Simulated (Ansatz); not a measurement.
Input for Ansatz (plane-wave DFT), Sr:

```yaml
crystal:
  lattice:
    - [7.0659524677, 0.0, 0.0]
    - [-3.5329762338, 6.1192943389, 0.0]
    - [0.0, 0.0, 3.816632605]
  atoms:
    - { symbol: Sr, position: [0.0, 0.66578329, 0.0] }
    - { symbol: Sr, position: [0.33421671, 0.33421671, 0.0] }
    - { symbol: Sr, position: [0.66578329, 0.0, 0.0] }
basis:
  ecutwfc: 420
kpoints:
  mp_grid: { grid: [3, 3, 4] }
hamiltonian:
  xc: rpbe
scf:
  occupations: { method: gaussian, width: 0.1 }
  max_iter: 30
  convergence: { dr2_threshold: "1e-5 eV" }
output:
  forces: true
  stress: true
  eigenvalues: true
```

Command:

```bash
ansatz run input.yaml --threads 1 --pin off --max-ram 1331MiB --backend cpu --events-out ev --progress --plain --runs-dir out
```

Output, shortened (HF is the Harris–Foulkes energy, dr2 the density residual in eV):

```text
Warning: scf.convergence.dr2_threshold = 1e-5 eV is looser than this run's default, which is 1e-7 eV or tighter. The error in the forces grows as the threshold's square root, so leave the key out unless less accurate forces are enough
Warning: output.stress: scf.convergence.dr2_threshold = 1e-5 eV is looser than the 3e-10 eV advised for a printed stress (1e-10 eV for each atom of the cell: 3). What an SCF threshold leaves in a stress goes as its square root, and in the free energy as the threshold itself …
Pseudopotential: Sr, paw, valence charge 10, recommended cutoff 420 eV (normal)
Crystal: 3 atoms, lattice volume = 165.026 Å³
Basis set: ecut = 420 eV, 3271 PW (Γ), exchange–correlation on 96×96×54 points (8 copies of the dense FFT grid, shifted against one another)
Bands: 19, of which v1, the nominal top of the filled ones, is band 15 counted from 1 (14 counted from 0)
Symmetry: 12 space group operations
Space group: P-62m (ITA 189), of the structure as read, at distance tolerance 5.5e-5 Å
k-points: 9 of 36 (time reversal used)
PAW frozen core: Sr, regenerated for the run's functional, and the local potential with it (the file was generated under x = pbe(κ = 0.804, μ = 0.2195), c = pbe(β = 0.0667))
Initial density: superposition of atomic densities, corrected by the library's trained network
SCF iter   1: HF=-10652.295805 eV  Δρ=2.31e-3  dr2=8.95e-3
SCF iter   2: HF=-10652.298294 eV  Δρ=1.58e-3  dr2=5.03e-3
SCF iter   3: HF=-10652.299589 eV  Δρ=4.06e-4  dr2=3.45e-4
SCF iter   4: HF=-10652.299612 eV  Δρ=1.06e-4  dr2=4.58e-5
SCF iter   5: F=-10652.299606 eV  HF=-10652.299606 eV  Δρ=3.09e-5  dr2=1.69e-6
SCF iter   6: F=-10652.299606 eV  HF=-10652.299606 eV  Δρ=7.47e-6  dr2=9.61e-8
SCF 1 converged in 6 iterations: F = -10652.299606 eV  dr2 = 9.61e-8
SCF converged after 6 iterations
Free energy (F): -10652.299606 eV
E sigma→0 (E₀):  -10652.282005 eV
Entropy (-TS):   -0.035202 eV (-11.734 meV/atom)
Fermi energy:    4.993348 eV
--- Forces (eV/Å), atoms counted from 1 ---
  atom   1  Sr    -0.00808148     0.01399753     0.00000000
  atom   2  Sr    -0.00808148    -0.01399753     0.00000000
  atom   3  Sr     0.01616296    -0.00000000     0.00000000
--- Stress (GPa, compression-positive) ---
       -0.008728      -0.000000       0.000000
       -0.000000      -0.008728       0.000000
        0.000000       0.000000       1.594769
  P = ⅓ Tr σ = 0.5258 GPa (5.258 kbar)
```

Settings here are deliberately varied, not converged. Forces of this functional on these PAW sets can be off by 10 %.